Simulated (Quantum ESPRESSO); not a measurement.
Runs of Quantum ESPRESSO 7.5 on KTaO3. The structure is cubic, space group Pm-3m (No. 221). The conventional cell has a = 3.988 Å, b = 3.988 Å, c = 3.988 Å, α = 90.00°, β = 90.00°, γ = 90.00°. Around Ta (site symmetry m-3m) lie 6 O at 1.99 Å. K (site symmetry m-3m) has 12 O at 2.82 Å as nearest neighbours. Around O (site symmetry 4/mmm) lie 2 Ta at 1.99 Å. 

```tsv
task	level	potentials or basis	k mesh	cutoff (eV)	symmetry	SCF threshold	form of the LDA correlation	gap on the mesh (eV)	pressure (GPa)
band structure	r2SCAN	SG15 PBE 1.2	5 × 5 × 5	1197	off	1e-08 Ry	-	(b)	(a)
band structure	LDA	GBRV 1.5 LDA	7 × 7 × 7	762	-	1e-09 Ry	PZ81	2.13	-5.1
band structure	PBEsol	GBRV 1.5 PBEsol	7 × 7 × 7	762	-	1e-09 Ry	-	2.19	-0.1
band structure	PBE	SSSP 1.3 efficiency PBE	7 × 7 × 7	816	-	1e-09 Ry	-	2.27	5.2
```

Alike in all rows: no spin polarisation; cell as given; smearing fermi-dirac 0.05 eV.

Task: Fill in the values left out.

Result: (a) -3.4; (b) 2.40.

Caveats: spin-orbit coupling is left out, which moves the levels of the heavy elements; some levels on the path didn't converge (some runs); the potentials were made for another functional, which shifts forces and pressure (some runs); the mesh misses the band edges, which the band path finds closer together (some runs).

A k mesh can miss the band edges, and the runs leave out spin-orbit coupling on Ta.

The runs don't all hold the same shells in valence.
